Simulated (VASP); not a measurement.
**CdS (P6_3mc): a series in biaxial strain in the (0001) plane**

Wanted: the response of CdS to biaxial strain in the (0001) plane, as a table, with a fit that predicts a row left out.

Program: VASP 6.6.1. Level of theory: LDA; plane waves and PAW (Cd, S); cell typed or built by script, in the first sound run; inputs show where later runs differ. Results are calculated unless marked as measured.

Report form: the programs' logs are mostly left out.

## Step 1: Set-up

Symmetry: P6_3mc, No. 186, hexagonal system. The conventional cell has a = 4.136 Å, b = 4.136 Å, c = 6.714 Å, α = 90.00°, β = 90.00°, γ = 120.00°. Nearest to Cd lie 4 S at 2.53 Å. Nearest to S lie 4 Cd at 2.53 Å. Farther neighbours and most contacts between anions are not listed.

As a file:

```xyz
4
Lattice="4.1360 0.0000 0.0000 -2.0680 3.5819 0.0000 0.0000 0.0000 6.7140" Properties=species:S:1:pos:R:3 pbc="T T T"
Cd    0.0000    2.3879    0.0000
Cd    2.0680    1.1940    3.3570
S     0.0000    2.3879    2.5312
S     2.0680    1.1940    5.8882
```

## Step 2: Relax the crystal, LDA

The series starts from the cell that this level prefers, so that zero strain is near zero stress.

This step took 2 runs in a row; the last is shown.

Level: LDA; plane waves and PAW (Cd, S); cell typed or built by script.

File INCAR:

```
SYSTEM = CdS
PREC = Accurate
ENCUT = 450
EDIFF = 1E-07
NELM = 120
ISMEAR = 0
SIGMA = 0.02
LREAL = .FALSE.
ALGO = Normal
GGA = CA
NBANDS = 24
LASPH = .TRUE.
LORBIT = 11
LWAVE = .FALSE.
LCHARG = .FALSE.
KPAR = 16
IBRION = 2
NSW = 40
ISIF = 3
EDIFFG = -0.005
POTIM = 0.4
```

File POSCAR:

```
CdS
1.0
    4.0827800362      0.0000000000      0.0000000000
   -2.0413900181      3.5357912294      0.0000000000
    0.0000000000      0.0000000000      6.6517955801
Cd S
2 2
Direct
    0.3333333333      0.6666666667      0.0004020697
    0.6666666667      0.3333333333      0.5004020697
    0.3333333333      0.6666666667      0.3765979303
    0.6666666667      0.3333333333      0.8765979303
```

File KPOINTS:

```
Automatic mesh
0
Gamma
8 8 5
0 0 0
```

Potentials, in the order of the species: Cd and S (LDA family, release 64).

The run is started by

```sh
$ mpirun -np 16 vasp_std
```

Run time: 6.8 s. Hardware: 16 MPI ranks of Intel Xeon 6975P-C (Granite Rapids), shared host; peak memory 3.4 GiB; 80 s of CPU time.

Read from the output:

| Property | Result |
| --- | --- |
| energy(sigma→0) of the program | -14.8173 eV |
| stress, compression positive | xx, yy, zz 0.01, 0.01, 0.01 GPa |
| volume | 95.959 Å³ |
| ionic steps | 2 |

## Step 3: Strain along the normal, LDA

One member in full: the plane is strained by -2 %, and the strain along the normal is moved by secant steps until the normal stress is under 0.012 GPa or five steps are spent; the atoms relax at each step.

This step took 3 runs, each at a new trial strain with the atoms of the one before; the last is shown.

Level: LDA; plane waves and PAW (Cd, S); cell typed or built by script.

Edit INCAR of step 2 so:

```diff
@@ -15,7 +15,7 @@
 LCHARG = .FALSE.
-KPAR = 16
-IBRION = 2
-NSW = 40
-ISIF = 3
-EDIFFG = -0.005
-POTIM = 0.4
+KPAR = 4
+IBRION = 1
+NSW = 25
+ISIF = 2
+EDIFFG = -0.004
+POTIM = 0.3
```

File POSCAR:

```
CdS
1.0
    4.0002690980      0.0000000000      0.0000000000
   -2.0001345490      3.4643346610      0.0000000000
    0.0000000000      0.0000000000      6.7815425810
Cd S
2 2
Direct
    0.3333333333      0.6666666667      0.0054361037
    0.6666666667      0.3333333333      0.5054361037
    0.3333333333      0.6666666667      0.3715638963
    0.6666666667      0.3333333333      0.8715638963
```

KPOINTS is that of step 2.

The run is started by

```sh
$ mpirun -np 4 vasp_std
```

It took 16 s on 4 MPI ranks; peak memory 0.68 GiB; 51 s of CPU time.

Read from the output:

| Quantity | Value |
| --- | --- |
| energy(sigma→0) of the program | -14.7906 eV |
| stress, compression positive | xx, yy, zz 2.07, 2.07, -0.01 GPa |
| ionic steps | 3 |

## Step 4: Band edges, TB-mBJ with spin-orbit coupling

Short lines in KPOINTS_OPT sample the zone centre along and across the normal of the plane, for masses, and the other valleys.

Level: TB-mBJ, spin-orbit coupling; plane waves and PAW (Cd, S); cell typed or built by script.

TB-mBJ has no energy functional, so the total energy, stress and pressure in this output mean nothing.

File INCAR:

```
SYSTEM = CdS
PREC = Accurate
ENCUT = 450
EDIFF = 1E-06
NELM = 150
ISMEAR = 0
SIGMA = 0.02
LREAL = .FALSE.
ALGO = Normal
METAGGA = MBJ
LASPH = .TRUE.
LNONCOLLINEAR = .TRUE.
MAGMOM = 0 0 0 0 0 0 0 0 0 0 0 0
NBANDS = 46
GGA_COMPAT = .FALSE.
LSORBIT = .TRUE.
LWAVE = .FALSE.
LCHARG = .FALSE.
KPAR = 4
```

File POSCAR:

```
CdS
1.0
    4.0002690980      0.0000000000      0.0000000000
   -2.0001345490      3.4643346610      0.0000000000
    0.0000000000      0.0000000000      6.7815425810
Cd S
2 2
Direct
    0.3333333333      0.6666666667      0.0051818129
    0.6666666667      0.3333333333      0.5051818129
    0.3333333333      0.6666666667      0.3718181871
    0.6666666667      0.3333333333      0.8718181871
```

File KPOINTS:

```
Automatic mesh
0
Gamma
7 7 4
0 0 0
```

File KPOINTS_OPT:

```
Line mode
6
Line-mode
Reciprocal
  0.00000000   0.00000000   0.00000000
  0.00000000   0.00000000   0.05396580

  0.00000000   0.00000000   0.00000000
 -0.03183313   0.01591657   0.00000000

  0.50000000   0.00000000   0.00000000
  0.50000000   0.00000000   0.50000000

  0.33333333   0.33333333   0.00000000
  0.33333333   0.33333333   0.50000000
```

The run is started by

```sh
$ mpirun -np 4 vasp_ncl
```

It took 6.2 min on 4 MPI ranks; peak memory 2.1 GiB; 20 min of CPU time.

## Step 5: Band edges, r2SCAN

Level: r2SCAN; plane waves and PAW (Cd, S); cell typed or built by script.

File INCAR:

```
SYSTEM = CdS
PREC = Accurate
ENCUT = 450
EDIFF = 1E-06
NELM = 100
ISMEAR = 0
SIGMA = 0.02
LREAL = .FALSE.
ALGO = Normal
METAGGA = R2SCAN
LASPH = .TRUE.
NBANDS = 23
LWAVE = .FALSE.
LCHARG = .FALSE.
KPAR = 4
```

POSCAR is that of step 4.

KPOINTS is that of step 4.

KPOINTS_OPT is that of step 4.

The run is started by

```sh
$ mpirun -np 4 vasp_std
```

Elapsed: 35 s, on 4 MPI ranks; peak memory 0.9 GiB.

Numbers from this step:

```
energy(sigma→0) of the program : -805.0979 eV
stress, compression positive   : xx, yy, zz 6.25, 6.25, 4.22 GPa
```

The run ends at a pressure of 5.57 GPa, with forces up to 0.035 eV/Å.

## Step 6: The whole series

Runs beyond LDA use the data sets made with LDA; this shifts their levels slightly, and their total energies have another zero (at TB-mBJ, which has no energy functional, they mean nothing).

The other members went through these steps as far as the tables show, with the same cutoff and, step by step, the same mesh; 38 runs are not shown, of which 1 ended short or failed. The session took 4.9 core hours (wall time by ranks) on a shared machine.

```
in-plane strain (%)  strain along the normal (%)  in-plane stress, tension positive (GPa)  energy above the unstrained row (meV/atom)  gap on the mesh, LDA (eV)
             -2.000                        1.977                                   -2.067                                       6.665                      0.988
             -1.500                        1.487                                   -1.544                                       3.823                      1.006
             -1.000                        0.994                                   -1.025                                       1.771                      1.021
             -0.500                        0.509                                   -0.491                                       0.502                      1.033
                  0                        0.000                                   -0.004                                       0.000                      1.043
              0.500                       -0.479                                    0.512                                       0.255                      1.048
              1.000                       -0.978                                    1.012                                       1.288                      1.050
              1.500                       -1.454                                    1.512                                       3.036                      1.025
              2.000                       -1.952                                    1.999                                       5.511                      1.001
```

Slopes at zero strain, from cubics through all rows: strain ratio -0.985, stress over strain 102 GPa. For (0001) the ratio is −2C₁₃/C₃₃.

Band edges at TB-mBJ with spin-orbit coupling, counted from the valence-band top at Γ, spin-orbit pairs averaged, with one row partly withheld:

```
in-plane strain (%)  gap (eV)  conduction band at Γ (eV)  lowest conduction level on M–L (eV)  second valence level below the top (eV)  third valence level below the top (eV)
             -2.000     2.705                      2.705                                4.404                                    0.019                                   0.201
             -1.500     2.728                      2.728                                4.447                                    0.018                                   0.160
             -1.000     2.748                      2.748                                4.487                                    0.016                                   0.122
             -0.500         ?                          ?                                4.524                                    0.014                                   0.088
                  0     2.780                      2.780                                4.561                                    0.011                                   0.057
              0.500     2.790                      2.790                                4.593                                    0.004                                   0.034
              1.000     2.784                      2.784                                4.609                                    0.013                                   0.036
              2.000     2.749                      2.749                                4.619                                    0.057                                   0.073
```

Conduction masses, in electron masses:

```
in-plane strain (%)  conduction mass at Γ, along the strain axis or the normal of the plane  conduction mass at Γ, across the strain axis or in the plane
             -2.000                                                                   0.215                                                         0.267
             -1.500                                                                   0.217                                                         0.263
             -1.000                                                                   0.223                                                         0.259
             -0.500                                                                   0.227                                                         0.256
                  0                                                                   0.232                                                         0.254
              0.500                                                                   0.237                                                         0.254
              1.000                                                                   0.237                                                         0.251
              2.000                                                                   0.245                                                         0.249
```

Band edges at r2SCAN, counted from the valence-band top at Γ:

```
in-plane strain (%)  gap (eV)  conduction band at Γ (eV)  lowest conduction level on M–L (eV)  second valence level below the top (eV)  third valence level below the top (eV)
             -2.000     1.704                      1.704                                3.537                                    0.000                                   0.218
             -1.500     1.724                      1.724                                3.579                                    0.000                                   0.173
             -1.000     1.740                      1.740                                3.618                                    0.000                                   0.131
             -0.500     1.752                      1.752                                3.655                                    0.000                                   0.093
                  0     1.763                      1.763                                3.691                                    0.000                                   0.057
              0.500     1.769                      1.769                                3.722                                    0.000                                   0.025
              1.000     1.769                      1.770                                3.748                                    0.005                                   0.005
              1.500     1.744                      1.745                                3.749                                    0.031                                   0.031
              2.000     1.720                      1.721                                3.751                                    0.055                                   0.055
```

Conduction masses, in electron masses:

```
in-plane strain (%)  conduction mass at Γ, along the strain axis or the normal of the plane  conduction mass at Γ, across the strain axis or in the plane
             -2.000                                                                   0.142                                                         0.173
             -1.500                                                                   0.145                                                         0.171
             -1.000                                                                   0.148                                                         0.170
             -0.500                                                                   0.150                                                         0.167
                  0                                                                   0.153                                                         0.166
              0.500                                                                   0.155                                                         0.165
              1.000                                                                   0.157                                                         0.163
              1.500                                                                   0.158                                                         0.161
              2.000                                                                   0.159                                                         0.160
```

## Step 7: Working out the slope

The quantity to fit is the conduction level at Γ above the mean of the three top valence levels at TB-mBJ with spin-orbit coupling: 2.778, 2.788, 2.795, 2.803, 2.803, 2.800, 2.792 eV in the rows shown.

Fitting a parabola to the 7 known rows (e: strain in %) gives E = − 0.004212 e² + 0.003356 e + 2.802 in eV; the residuals are 4.6e-4 eV r.m.s.

At e = -0.5 this predicts 2.7994 eV.

## Step 8: Checking the prediction

The calculation gives 2.7990 eV, so the prediction is 0.0004 eV too high.

## Step 9: Outcome

| Property | Result |
| --- | --- |
| ratio of normal to in-plane strain | -0.985 |
| biaxial modulus | 102 GPa |
| gap of the unstrained cell, TB-mBJ with spin-orbit coupling | 2.78 eV |
| gap of the unstrained cell, r2SCAN | 1.76 eV |
| slope at zero strain of the conduction level at Γ above the mean of the three top valence levels, TB-mBJ with spin-orbit coupling | 3 meV per % |
| error of the predicted row | 0.4 meV |

In words: As a check, the curvature of the energy gives 102 GPa for the same modulus (energy per volume = M × strain²), 1 % from the slope of the stress. At TB-mBJ with spin-orbit coupling the lowest conduction valley is Γ throughout, and the gap runs between 2.71 and 2.79 eV. At r2SCAN the lowest conduction valley is Γ throughout, and the gap runs between 1.70 and 1.77 eV. Hole masses are left out throughout, since the top bands are degenerate or cross in many series; of conduction masses, those of the Γ, L and (for Si and Ge under (001) strain) Δ valleys are kept where they change by under an eighth between rows. TB-mBJ is a potential fitted for gaps; it has no energy functional, so its total energies and forces mean nothing, and its bands tend to come out too narrow. r2SCAN opens gaps somewhat over GGA but leaves them below measured values as a rule. Spin-orbit coupling is left out at r2SCAN, so the valence splittings there lack it. Temperature, zero-point motion and excitons are left out.

[Lines on the potential files, build, host, timing and source positions are cut from VASP's logs without a mark.]

[Logs are printed without paths, hosts, clocks, repeated set-up lines and the standing remarks that a program may print on its own settings, such as how far it seeks lower states.]

[Hosts, paths, dates, database ids (printed as entryN), source tags and the programs' standing remarks are cut or masked in the printed files.]

[In band tables of VASP the shares of atoms and orbitals are scaled to a sum of 1 inside the atoms' spheres.]
